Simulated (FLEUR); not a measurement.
# Zn (Im-3m) in FLEUR: a series of runs

One crystal, Zn, is run at these levels: PBEsol; tasks: single point.

All numbers are computed with FLEUR MaX-R8.1 (later development tree); they aren't measurements. Logs are shortened: lines on timing, memory, paths and dates and some standing lists are left out, and cuts for length are marked.

## (1) The crystal as given

It takes space group Im-3m (No. 229, cubic). The conventional cell has a = 3.138 Å, b = 3.138 Å, c = 3.138 Å, α = 90.00°, β = 90.00°, γ = 90.00°. Zn (site symmetry m-3m) has 8 Zn at 2.72 Å as nearest neighbours.

This isn't the form of Zn at room conditions, which is hcp.

## (2) Single point, PBEsol

Input file inp.xml:

```xml
<?xml version="1.0" encoding="UTF-8" standalone="no"?>
<fleurInput fleurInputVersion="0.39">
   <comment>
      Zn                                                                                                  
   </comment>
   <calculationSetup>
      <cutoffs Kmax="4.21" Gmax="13.0" GmaxXC="13.0" numbands="0"/>
      <scfLoop itmax="60" minDistance="0.00001" maxIterBroyd="15" imix="Anderson" alpha="0.05" precondParam="0.0" spinf="2.0" sdNocoIR="T"/>
      <coreElectrons ctail="T" frcor="F" kcrel="0" coretail_lmax="0"/>
      <xcFunctional name="PBEs" relativisticCorrections="F"/>
      <magnetism jspins="1"/>
      <soc l_soc="F" theta="0.0" phi="0.0" spav="F"/>
      <expertModes spex="0" secvar="F"/>
      <geometryOptimization l_f="T" forcealpha="1.0" forcemix="BFGS" epsdisp="0.0005" epsforce="0.0002"/>
      <ldaU l_linMix="F" mixParam="0.05" spinf="1.0"/>
   </calculationSetup>
   <cell>
      <bzIntegration valenceElectrons="20.0" mode="hist" fermiSmearingEnergy="0.00183747">
         <kPointListSelection listName="default-1"/>
         <!-- k-points included here -->
         <xi:include xmlns:xi="http://www.w3.org/2001/XInclude" href="kpts.xml"> </xi:include>
      </bzIntegration>
      <!-- symmetry operations included here -->
      <xi:include xmlns:xi="http://www.w3.org/2001/XInclude" href="sym.xml"> </xi:include>
      <bulkLattice scale="1.0">
         <bravaisMatrix>
            <row-1>   -2.9650502093640099     2.9650502093640099     2.9650502093640099</row-1>
            <row-2>    2.9650502093640099    -2.9650502093640099     2.9650502093640099</row-2>
            <row-3>    2.9650502093640099     2.9650502093640099    -2.9650502093640099</row-3>
         </bravaisMatrix>
      </bulkLattice>
   </cell>
   <atomSpecies>
      <species name="Zinc (Zn)" element="Zn" atomicNumber="30">
         <mtSphere radius="2.33" gridPoints="787" logIncrement="0.016"/>
         <atomicCutoffs lmax="10" lnonsphr="10"/>
         <electronConfig flipSpins="F">
            <coreConfig>(1s1/2) (2s1/2) (2p1/2) (2p3/2)</coreConfig>
            <valenceConfig>(3s1/2) (3p1/2) (3p3/2) (4s1/2) (3d3/2) (3d5/2)</valenceConfig>
         </electronConfig>
         <energyParameters s="4" p="4" d="3" f="4"/>
         <lo type="SCLO" l="0" n="3" eDeriv="0"/>
         <lo type="SCLO" l="1" n="3" eDeriv="0"/>
         <lo type="SCLO" l="1" n="3" eDeriv="1"/>
         <lo type="HELO" l="2" n="4" eDeriv="0"/>
         <lo type="HELO" l="2" n="4" eDeriv="1"/>
         <lo type="SCLO" l="3" n="4" eDeriv="2"/>
      </species>
   </atomSpecies>
   <atomGroups>
      <atomGroup species="Zinc (Zn)">
         <relPos label="                   1">.0000000000 .0000000000 .0000000000</relPos>
         <force calculate="T" relaxXYZ="TTT"/>
      </atomGroup>
   </atomGroups>
   <output dos="F" band="F" slice="F">
      <checks vchk="F" cdinf="F"/>
      <bandDOS minEnergy="-.5*Htr" maxEnergy="0.5*Htr" sigma="0.015" storeEVData="T"/>
      <vacuumDOS vacdos="F" integ="F" star="F" nstars="0" locx1="0.0" locy1="0.0" locx2="0.0" locy2="0.0" nstm="0" tworkf="0.0"/>
      <unfoldingBand unfoldBand="F" supercellX="1" supercellY="1" supercellZ="1"/>
      <plotting iplot="0" polar="F">
         <plot TwoD="T" vec1="  1.0  0.0  0.0" vec2="  0.0  1.0  0.0" vec3="  0.0  0.0  1.0" zero="  0.0  0.0  0.0" file="plot"/>
      </plotting>
      <chargeDensitySlicing numkpt="0" minEigenval="0.0" maxEigenval="0.0" nnne="0" pallst="F"/>
      <specialOutput eonly="F"/>
      <moessbauerParams electricFieldGradient="T" isomerShift="T" coreHyperfine="T" valenceHyperfine="T"/>
      <magneticCircularDichroism mcd="F" energyLo="-10.0" energyUp="0.0"/>
   </output>
  <!-- We include the file relax.xml here to enable relaxations (see documentation) -->
  <xi:include xmlns:xi="http://www.w3.org/2001/XInclude" href="relax.xml"> <xi:fallback/> </xi:include>
</fleurInput>
```

Input file crystal.txt:

```
Zn
&input cartesian=F /
-1.5690370000  1.5690370000  1.5690370000
1.5690370000  -1.5690370000  1.5690370000
1.5690370000  1.5690370000  -1.5690370000
1.8897261246
1.0 1.0 1.0

1
30 0.0000000000  0.0000000000  0.0000000000

&kpt div1=12 div2=12 div3=12 gamma=T /
```

Potentials or basis: all-electron, FLAPW.

The run is started by

```
$ inpgen -f crystal.txt -profile fastHighL
$ # inp.xml edited to the form shown
$ fleur_MPI
```

The program printed:

```text
Welcome to FLEUR        (www.flapw.de)
      MaX-Release 8.1          (www.max-centre.eu)

 ========== k-point set info ==========
 Selected k-point list: default-1
 k-point list type: mesh
 12 x 12 x 12
 Number of k points: 72

 ------------Calculation Setup---------------------------
 Number of MPI-tasks      :            1
 Number of PE/node        :            1
 Number of OMP-threads    :            1
 Most efficient MPI parallelization for:
           1           2           3           4           6           8           9          12          18          24          36          72
 Additional eigenvalue parallelization possible
 Number of basis functions:          182
 Approximate size of matrices (H+S) per k-point:         0.000 GB
 --------------------------------------------------------
 Iteration:     1   Distance:       9.48649604 me/bohr^3
 Iteration:     2   Distance:       7.78013882 me/bohr^3
 Iteration:     3   Distance:       3.65448704 me/bohr^3
 Iteration:     4   Distance:       2.25170993 me/bohr^3
 Iteration:     5   Distance:       2.01631992 me/bohr^3
 Iteration:     6   Distance:       0.27356852 me/bohr^3
 Iteration:     7   Distance:       0.29250008 me/bohr^3
 Iteration:     8   Distance:       0.00597231 me/bohr^3
 Iteration:     9   Distance:       0.01017844 me/bohr^3
 Iteration:    10   Distance:       0.00047594 me/bohr^3
 Iteration:    11   Distance:       0.00023879 me/bohr^3
 Iteration:    12   Distance:       0.00002743 me/bohr^3
 Iteration:    13   Distance:       0.00000245 me/bohr^3

 ********************************************************************
 Run finished successfully
 Stop message:
   Structural relaxation: Done
 ********************************************************************
```

out.xml (last iteration):

```text
<iteration numberForCurrentRun="   14" overallNumber="   14">
         <energyParameters units="Htr">
            <atomicEP atomType="1" spin="1" branch="4s" branchLowest="-4.38" branchHighest="1.21" value="0.0812249487"/>
            <atomicEP atomType="1" spin="1" branch="4p" branchLowest="-2.69" branchHighest="1.82" value="0.2522763735"/>
            <atomicEP atomType="1" spin="1" branch="3d" branchLowest="-9.99" branchHighest="0.04" value="-0.0087159405"/>
            <atomicEP atomType="1" spin="1" branch="4f" branchLowest="-9.99" branchHighest="3.44" value="0.5913445896"/>
            <loAtomicEP atomType="1" spin="1" branch="3s" branchLowest="-42.16" branchHighest="-4.38" value="-4.3765424885"/>
            <loAtomicEP atomType="1" spin="1" branch="3p" branchLowest="-36.50" branchHighest="-2.69" value="-2.6990431611"/>
            <loAtomicEP atomType="1" spin="1" branch="3p" branchLowest="-36.50" branchHighest="-2.69" value="-2.6990431611"/>
            <heloAtomicEP atomType="1" spin="1" branch="4d" branchLowest="2.21" branchHighest="2.21" value="2.2068017990"/>
            <heloAtomicEP atomType="1" spin="1" branch="4d" branchLowest="2.21" branchHighest="2.21" value="2.2068017990"/>
            <loAtomicEP atomType="1" spin="1" branch="4f" branchLowest="-9.99" branchHighest="3.44" value="0.5913478423"/>
         </energyParameters>
         <eigenvalues>
            <eigenvaluesAt spin="1" ikpt="1" k_x="0.00000000" k_y="0.00000000" k_z="0.00000000">
                      -4.3766172445       -2.6973571143       -2.6973571143       -2.6973571143       -0.1193946209
                      -0.0220853483       -0.0220853483       -0.0220853483       -0.0035800041       -0.0035800041
                       0.9560067805        0.9560067805        0.9560067805        1.0100998056        1.0100998056
                       1.0100998056
            </eigenvaluesAt>
            <eigenvaluesAt spin="1" ikpt="2" k_x="0.00000000" k_y="0.00000000" k_z="0.08333333">
                      -4.3766121805       -2.6974095764       -2.6973774020       -2.6973564623       -0.1113684569
                      -0.0228363542       -0.0219039354       -0.0202024791       -0.0042766569       -0.0035419700
                       0.8531016325        0.9033643166        0.9208002909        0.9626667599        0.9661990819
                       1.0034214622
            </eigenvaluesAt>
            <eigenvaluesAt spin="1" ikpt="3" k_x="0.00000000" k_y="0.00000000" k_z="0.16666667">
                      -4.3765981718       -2.6975519395       -2.6974328185       -2.6973534686       -0.0882959946
                      -0.0248813545       -0.0208853669       -0.0149446648       -0.0056078055       -0.0033925181
                       0.7001806757        0.8289567237        0.8562135760        0.9092827789        0.9330798448
                       1.0266902685
            </eigenvaluesAt>
            <eigenvaluesAt spin="1" ikpt="4" k_x="0.00000000" k_y="0.00000000" k_z="0.25000000">
                      -4.3765790072       -2.6977465071       -2.6975083748       -2.6973491891       -0.0579246430
                      -0.0276564218       -0.0121960338       -0.0074686613       -0.0061363735       -0.0031274923
                       0.5549601984        0.7642338405        0.7994938782        0.8681638676        0.9058908681
                       1.0704429688
            </eigenvaluesAt>
         </eigenvalues>
         <bandgap value="0.0992999349" units="eV"/>
         <sumValenceSingleParticleEnergies value="-24.8736779940" units="Htr"/>
         <FermiEnergy value="0.2596129041" units="Htr"/>
         <valenceDensity>
            <mtCharges spin="1">
               <mtCharge atomType="1" total="18.7624404" s="2.6108970" p="6.4098941" d="9.7329055" f="0.0071496"/>
            </mtCharges>
            <spinDependentCharge spin="1" total="20.0000000" interstitial="1.2375596" mtSpheres="18.7624404"/>
            <totalCharge value="20.0000000000"/>
         </valenceDensity>
         <coreStates atomType="     1" atomicNumber=" 30" spin="1" kinEnergy="   1575.6291205788" eigValSum="  -1002.0016271851" lostElectrons=" 0.000000">
            <state n="1" l="0" j="0.5" energy="-349.3067477881" weight="1.0000000000"/>
            <state n="2" l="0" j="0.5" energy="-42.1585743993" weight="1.0000000000"/>
            <state n="2" l="1" j="0.5" energy="-37.0959216026" weight="1.0000000000"/>
            <state n="2" l="1" j="1.5" energy="-36.2197849012" weight="2.0000000000"/>
         </coreStates>
         <allElectronCharges>
            <spinDependentCharge spin="1" total="30.0000000" interstitial="1.2375596" mtSpheres="28.7624404"/>
            <totalCharge value="30.0000000001"/>
         </allElectronCharges>
         <moessbauerParams unitsHFF="kG" unitsIS="e/bohr^3" unitsEFG="Htr/bohr^2">
            <coreIsomerShift atomType="1" isTotal="24823.04667">
               <shell n="1" l="0" isomerShift="22582.09061"/>
               <shell n="2" l="0" isomerShift="2224.07255"/>
               <shell n="2" l="1" isomerShift="16.88351"/>
            </coreIsomerShift>
            <isomerShift atomType="1" nucleusRadius="0.0000952" averageDensity="25166.20722"/>
            <electricFieldGradient atomType="1" VXX="0.00000" VYY="0.00000" VZZ="0.00000" asymParam="0.00000">
            </electricFieldGradient>
         </moessbauerParams>
         <totalEnergy                                    value="    -1794.7111659979" units="Htr">
            <sumOfEigenvalues                            value="    -1026.8753051791">
               <coreElectrons value="-1002.0016271851"/>
               <valenceElectrons value="-24.8736779940"/>
            </sumOfEigenvalues>
            <densityCoulombPotentialIntegral value="-2762.2012372671"/>
            <densityEffectivePotentialIntegral value="-2854.2816055619"/>
            <chargeDenXCDenIntegral value="-70.2289505400"/>
            <FockExchangeEnergyValence value="0.0000000000"/>
            <FockExchangeEnergyCore value="0.0000000000"/>
            <atomTypeDependentContributions atomType="1">
               <electronNucleiInteractionDifferentMTs value="2159.3498645599"/>
               <MadelungTerm value="-11.4380326472"/>
            </atomTypeDependentContributions>
            <tkbTimesEntropy value="0.0001334092"/>
            <freeEnergy value="-1794.7112994071"/>
            <extrapolationTo0K value="-1794.7112327025"/>
         </totalEnergy>
         <totalForcesOnRepresentativeAtoms units="Htr/bohr">
            <forceTotal atomType="1" x="0.000000" y="0.000000" z="0.000000" F_x="0.00000000" F_y="0.00000000" F_z="0.00000000"/>
         </totalForcesOnRepresentativeAtoms>
      </iteration>
```

Wall time 82 s (1 thread of Intel Xeon at 2.50GHz (Skylake/Cascade Lake), shared host); peak memory 0.07 GiB.

What came out:

* Free energy: -48836.5824 eV
* Band gap on the k mesh: none (metal or under the smearing width)
* Valence electrons inside the program's atomic spheres: Zn 18.76 (radii Zn 2.33 bohr)

Levels at points of the mesh, in eV from the Fermi level:
| k point | band 8 | band 9 | band 10 | band 11 | band 12 | band 13 |
| --- | --- | --- | --- | --- | --- | --- |
| (0.00, 0.00, 0.00) | -7.67 | -7.16 | -7.16 | 18.95 | 18.95 | 18.95 |
| (0.00, 0.00, 0.50) | -7.13 | -6.83 | -2.62 | -0.96 | 11.23 | 12.59 |
| (0.50, 0.50, 0.50) | -6.91 | -6.91 | 4.17 | 4.17 | 4.17 | 7.48 |

Core levels (eV from the Fermi level):
```tsv
atom	levels
1 Zn	1s1/2 -9512.2, 2s1/2 -1154.3, 2p1/2 -1016.5, 2p3/2 -992.7
```

## (3) Single point, PBEsol (cell strained at random at fixed volume)

inp.xml: that of step 2 with these lines changed.

```diff
@@ -26,5 +26,5 @@
          <bravaisMatrix>
-            <row-1>   -2.9650502093640099     2.9650502093640099     2.9650502093640099</row-1>
-            <row-2>    2.9650502093640099    -2.9650502093640099     2.9650502093640099</row-2>
-            <row-3>    2.9650502093640099     2.9650502093640099    -2.9650502093640099</row-3>
+            <row-1>   -2.8858744641955192     2.9512438702976822     2.8854322682823628</row-1>
+            <row-2>    2.8090230821602864    -3.1346380112378633     2.9919750271873111</row-2>
+            <row-3>    2.9590219830265361     3.2077874197950047    -3.0688264092225435</row-3>
          </bravaisMatrix>
@@ -34,4 +34,4 @@
       <species name="Zinc (Zn)" element="Zn" atomicNumber="30">
-         <mtSphere radius="2.33" gridPoints="787" logIncrement="0.016"/>
-         <atomicCutoffs lmax="10" lnonsphr="10"/>
+         <mtSphere radius="2.33" gridPoints="771" logIncrement="0.016"/>
+         <atomicCutoffs lmax="9" lnonsphr="9"/>
          <electronConfig flipSpins="F">
```

Input file crystal.txt:

```
Zn
&input cartesian=F /
-1.5271390000  1.5617310000  1.5269050000
1.4864710000  -1.6587790000  1.5832850000
1.5658470000  1.6974880000  -1.6239530000
1.8897261246
1.0 1.0 1.0

1
30 0.0197600000  -0.0046890000  0.0109340000

&kpt div1=12 div2=12 div3=12 gamma=T /
```

Potentials or basis: all-electron, FLAPW.

The run is started by

```
$ inpgen -f crystal.txt -profile fastHighL
$ # inp.xml edited to the form shown
$ fleur_MPI
```

It took 17 min on 1 thread of Intel Xeon at 2.50GHz (Skylake/Cascade Lake), shared host; peak memory 0.09 GiB.

Results (log left out):

| Quantity | Value |
| --- | --- |
| Free energy | -48836.5904 eV |
| Band gap on the k mesh | none (metal or under the smearing width) |
| Valence electrons inside the program's atomic spheres | Zn 18.77 (radii Zn 2.33 bohr) |

Levels at points of the mesh, in eV from the Fermi level:
| k point | band 8 | band 9 | band 10 | band 11 | band 12 | band 13 |
| --- | --- | --- | --- | --- | --- | --- |
| (0.00, 0.00, 0.00) | -7.61 | -7.29 | -7.21 | 16.84 | 18.57 | 19.42 |
| (0.00, 0.00, 0.50) | -7.18 | -6.95 | -2.86 | -1.34 | 11.49 | 13.10 |
| (0.00, 0.50, 0.00) | -7.19 | -6.89 | -2.34 | -0.38 | 9.41 | 12.28 |
| (0.00, 0.50, 0.50) | -7.18 | -6.97 | -3.14 | -1.91 | 12.42 | 13.59 |
| (0.50, 0.00, 0.00) | -7.27 | -6.88 | -2.53 | -0.67 | 10.93 | 13.22 |
| (0.50, 0.00, 0.50) | -7.17 | -6.93 | -2.63 | -0.92 | 10.48 | 12.04 |
| (0.50, 0.50, 0.00) | -7.20 | -6.91 | -2.62 | -0.86 | 10.42 | 13.44 |
| (0.50, 0.50, 0.50) | -6.97 | -6.93 | 3.00 | 4.44 | 4.99 | 6.74 |

Core levels (eV from the Fermi level):
```tsv
atom	levels
1 Zn	1s1/2 -9512.3, 2s1/2 -1154.3, 2p1/2 -1016.6, 2p3/2 -992.7
```
